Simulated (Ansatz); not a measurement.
Space group Pbcn (No. 60). a = 4.703 Å, b = 5.695 Å, c = 5.204 Å, α = 90.00°, β = 90.00°, γ = 90.00°
```tsv
atom	site	symmetry	x	y	z
Sn	4c	.2.	0.5000	0.6673	0.7500
O	8d	1	0.7310	0.6049	0.0776
```

Equation of state of this SnO2 structure (not necessarily the ground state), with shape and atoms relaxed at each volume where symmetry leaves them free. All numbers below come from Ansatz 0.2.0, DFT LDA, scalar-relativistic, plane waves, PAW.

Settings: cutoff 420 eV, Γ-centred mesh 6×6×6 on the computed 12-atom cell, Gaussian smearing of 0.02 eV; no spin polarisation.

```json
{"V (Å³/atom)": "10.223", "E − E(largest V) (meV/atom)": "63.13", "P (GPa)": "30.17", "gap on mesh (eV)": "2.66"}
{"V (Å³/atom)": "10.572", "E − E(largest V) (meV/atom)": "6.56", "P (GPa)": "21.81", "gap on mesh (eV)": "2.43"}
{"V (Å³/atom)": "10.920", "E − E(largest V) (meV/atom)": "-31.87", "P (GPa)": "13.66", "gap on mesh (eV)": "2.13"}
{"V (Å³/atom)": "11.269", "E − E(largest V) (meV/atom)": "-53.46", "P (GPa)": "6.35", "gap on mesh (eV)": "1.82"}
{"V (Å³/atom)": "11.617", "E − E(largest V) (meV/atom)": "-60.15", "P (GPa)": "-0.02", "gap on mesh (eV)": "1.50"}
{"V (Å³/atom)": "11.966", "E − E(largest V) (meV/atom)": "-54.06", "P (GPa)": "-5.46", "gap on mesh (eV)": "1.18"}
{"V (Å³/atom)": "12.314", "E − E(largest V) (meV/atom)": "-36.97", "P (GPa)": "-10.11", "gap on mesh (eV)": "0.86"}
{"V (Å³/atom)": "12.779", "E − E(largest V) (meV/atom)": "0.00", "P (GPa)": "-15.17", "gap on mesh (eV)": "0.48"}
```

Q: Fit a third-order Birch–Murnaghan equation to E(V).

A: V0 = 11.62 Å³/atom, B0 = 194 GPa, B0' = 3.5.

The gaps are read on the mesh, which can miss the band edges, so they can be too wide.

This form isn't the usual stable structure of the compound.